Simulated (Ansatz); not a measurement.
L1₀ (CuAu-type) CoPt, relaxed in Ansatz (plane waves) with several semilocal functionals. Each gives its own volume and its own bulk modulus:

| level | V0 (Å³/atom) | bulk modulus (GPa) | ln V0 | ln B0 |
|---|---|---|---|---|
| PBEsol-D3(BJ) | 12.594 | 271.6 | 2.5332 | 5.6043 |
| PBEsol | 12.947 | 249.8 | 2.5609 | 5.5207 |
| PBE-D3(BJ) | 13.100 | 238.8 | 2.5726 | 5.4756 |
| PBE-D4 | 13.158 | 235.5 | 2.5770 | 5.4617 |
| RPBE | 13.841 | 198.9 | 2.6276 | 5.2928 |
| BLYP | 14.289 | 182.0 | 2.6595 | 5.2040 |

Fit a straight line to ln B0 against ln V0. What does it predict for rVV10, whose volume is 13.848 Å³/atom?

With x = ln V0 and y = ln B0: means 2.58847 and 5.42652; Σ(Δx Δy) = -0.03464, Σ(Δx²) = 0.01077, so the slope is -3.22. At x = 2.6281 the line gives y = 5.42652 + (-3.22) × (2.6281 − 2.58847) = 5.2989, or 200.1 GPa. The run with rVV10 gives 207.4 GPa, +3.6 % from the line. The rows used scatter about it by up to 0.8 %, while the largest value lies 49 % above the smallest.

Spin-polarised runs: PBEsol-D3(BJ) (parallel moments), PBEsol (parallel moments), PBE-D3(BJ) (parallel moments), PBE-D4 (parallel moments), RPBE (parallel moments), rVV10 (parallel moments), BLYP (parallel moments).

Ansatz's density-functional and Hartree–Fock values are scalar-relativistic unless marked +SOC, with PAW data made under PBE.

Ansatz is an electronic-structure program.
